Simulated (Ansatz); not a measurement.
fluorite-structured ZrO2

Level of theory: DFT, PBE, scalar-relativistic, no spin polarisation; plane waves to 420 eV with PAW datasets (Ansatz 0.2.0), Γ-centred 12×12×12 mesh, 0.05 eV Gaussian smearing. The datasets are Ansatz's generated set soft_2.

```
Zr O
1.0
     0.00000    2.55791    2.55791
     2.55791    0.00000    2.55791
     2.55791    2.55791    0.00000
Zr O
1 2
Direct
  0.00000 0.00000 0.00000
  0.25000 0.25000 0.25000
  0.75000 0.75000 0.75000
```

The start was a prototype's sites filled with these elements; the Crystallography Open Database holds the compound in this structure.

Elastic constants come from the stress of slightly strained cells with relaxed atoms, in GPa, Voigt order xx, yy, zz, yz, xz, xy in the Cartesian frame of the vectors above.

```
520.9  94.1  94.1   0.0   0.0   0.0
 94.1 520.9  94.1   0.0   0.0   0.0
 94.1  94.1 520.9   0.0   0.0   0.0
  0.0   0.0   0.0  61.3   0.0   0.0
  0.0   0.0   0.0   0.0  61.3   0.0
  0.0   0.0   0.0   0.0   0.0  61.3
```

Question: Work out the Voigt, Reuss and Hill moduli.

Answer: Voigt: K = (C11 + C22 + C33 + 2(C12 + C13 + C23))/9 = 236 GPa, G = (C11 + C22 + C33 − C12 − C13 − C23 + 3(C44 + C55 + C66))/15 = 122 GPa. Reuss, from the compliances S = C⁻¹: K = 236 GPa, G = 86 GPa. Hill means: K = 236 GPa, G = 104 GPa.

Question: And Young's modulus, Poisson's ratio, Pugh's ratio and the anisotropy?

Answer: E = 9KG/(3K + G) = 272 GPa, ν = (3K − 2G)/(6K + 2G) = 0.31, K/G = 2.27 (over the 1.75 that Pugh's rule, made for metals, takes as the line between brittle and ductile), universal anisotropy index 5G_V/G_R + K_V/K_R − 6 = 2.1. The eigenvalues of C are 61, 61, 61, 427, 427, 709 GPa, all positive.

Question: What sound velocities and Debye temperature follow for a polycrystal?

Answer: With a density of 6.113 g/cm³ (mean mass 41.1 u, 11.16 Å³/atom), K = 236.4 and G = 104.0 GPa from the unrounded constants, v_l = √((K + 4G/3)/ρ) = 7830 m/s and v_t = √(G/ρ) = 4120 m/s. The mean [(1/v_l³ + 2/v_t³)/3]^(−1/3) is 4610 m/s, and θ_D = (ħ/k_B)(6π²/V)^(1/3) v_m ≈ 610 K, with V the volume an atom. This is the low-temperature, elastic estimate.

For a cubic crystal three numbers say it all: C11 = 520.9, C12 = 94.1, C44 = 61.3 GPa. K = (C11 + 2C12)/3 = 236.4 GPa. The two shear moduli are C44 and C′ = (C11 − C12)/2 = 213.4 GPa, so Zener's ratio C44/C′ is 0.29: the crystal is stiffest along ⟨100⟩ and softest along ⟨111⟩. The Cauchy pressure C12 − C44 is 33 GPa; pair forces would make it zero if every atom sat on a centre of inversion, which isn't so here, so internal relaxation also enters.

The equation of state, an independent route, gives B0 = 236 GPa, against 236 GPa here.

It ran for 35 s on 2 threads of Arm Neoverse V1 (shared host), peak memory 0.43 GiB.

The cubic crystal resists stretching along its cube axes far more than shear of the cube faces, with C11 at 520.9 GPa but C44 at only 61.3 GPa. The fluorite geometry accounts for much of this. Each oxygen sits in a tetrahedron of Zr, and under a C44 shear it can shift off centre and relieve most of the stretching of the Zr–O bonds. Symmetry forbids that shift under axial strain, where repulsion between neighbouring oxygens along ⟨100⟩ probably adds to the stiffness. The high K/G therefore reflects easy shear in one family of strains, not ductility; zirconia is a brittle ceramic, with ionic-covalent bonding that hinders dislocation motion. The positive eigenvalues establish stability against small homogeneous strains only. They don't rule out the well-known zone-boundary instability, in which columns of oxygen shift in alternating directions and take pure cubic zirconia to the tetragonal phase on cooling.
